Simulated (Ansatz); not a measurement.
**GaAs: response to strain**

GaAs is deformed so: zz strain of -1 %. What stress and forces result, by LAPW, PAW and all-electron datasets made for the crystal?

Program: Ansatz 0.2.0. Level of theory: DFT LDA, scalar-relativistic. These are calculated values, not measurements.

2 further runs of the same task are left out: 2 set aside as unsound or not needed.

### Step 1. The system as given

The structure is cubic, space group F-43m (No. 216). The conventional cell has a = 5.654 Å, b = 5.654 Å, c = 5.654 Å, α = 90.00°, β = 90.00°, γ = 90.00°. Ga (site symmetry -43m) is surrounded by 4 As at 2.45 Å. As (site symmetry -43m) is surrounded by 4 Ga at 2.45 Å.

Structure file:

```
Ga As
1.0
     0.00000    2.82685    2.82685
     2.82685    0.00000    2.82685
     2.82685    2.82685    0.00000
Ga As
1 1
Direct
  0.00000 0.00000 0.00000
  0.75000 0.75000 0.75000
```

Atoms are numbered in the order of the input: Ga1, As2.

### Step 2. After the deformation

Space group F-43m before, I-4m2 after.

### Step 3. All-electron LAPW

Contents of input.yaml:

```yaml
crystal:
  lattice:
    - [0.0, 2.82685, 2.7985815]
    - [2.82685, 0.0, 2.7985815]
    - [2.82685, 2.82685, 0.0]
  atoms:
    - { symbol: Ga, position: [0.0, 0.0, 0.0] }
    - { symbol: As, position: [0.75, 0.75, 0.75] }
kpoints:
  mp_grid: { grid: [10, 10, 10] }
  band_path:
    path:
      - [0.0, 0.0, 0.0]
      - [0.0, 0.5, 0.5]
      - [0.25, 0.75, 0.5]
      - [0.0, 0.5, 0.0]
      - [0.0, 0.0, 0.0]
      - [0.5, 0.5, 0.0]
      - [0.3775380063, 0.6224619937, 0.0]
      - [-0.3775380063, 0.3775380063, 0.0]
      - [0.0, 0.0, 0.0]
    npoints: 5
scf:
  occupations: { method: fermi_dirac, width: 0.08 }
hamiltonian:
  xc: lda
  pseudopotentials: { kind: all_electron, lapw: { basis_error: 0.001 } }
output:
  forces: true
  stress: true
  eigenvalues: true
```

The run is started by

```bash
$ ansatz run input.yaml --threads 1 --pin off --max-ram 3072MiB --backend cpu --events-out ev --progress --plain --runs-dir out
```

### Step 4. PAW on the default files

Contents of input.yaml:

```yaml
crystal:
  lattice:
    - [0.0, 2.82685, 2.7985815]
    - [2.82685, 0.0, 2.7985815]
    - [2.82685, 2.82685, 0.0]
  atoms:
    - { symbol: Ga, position: [0.0, 0.0, 0.0] }
    - { symbol: As, position: [0.75, 0.75, 0.75] }
kpoints:
  mp_grid: { grid: [10, 10, 10] }
scf:
  occupations: { method: fermi_dirac, width: 0.08 }
hamiltonian:
  xc: lda
  pseudopotentials: { kind: paw }
output:
  forces: true
  stress: true
  eigenvalues: true
  efg: { contact_densities: true }
```

### Step 5. All-electron PAW on datasets made for the crystal

input.yaml, as its differences from that of step 4:

```diff
@@ -14,3 +14,3 @@
   xc: lda
-  pseudopotentials: { kind: paw }
+  pseudopotentials: { kind: all_electron, datasets: crystal }
 output:
```

(Steps that only read results are left out.)

Q: Predict the outcome of this session. Wanted: pressure; largest shear or deviatoric stress.

As calculated:

| quantity | value |
| --- | --- |
| pressure | LAPW -1.17, PAW -1.20, crystal datasets -1.17 GPa |
| largest shear or deviatoric stress (LAPW) | 0.42 GPa |

**Reading.** Against the undeformed cell the largest change of stress is +1.08 GPa, in the zz component, with the atoms carried along and not relaxed. PAW: stress within 0.03 GPa of LAPW. Crystal datasets: stress within 0.01 GPa of LAPW.
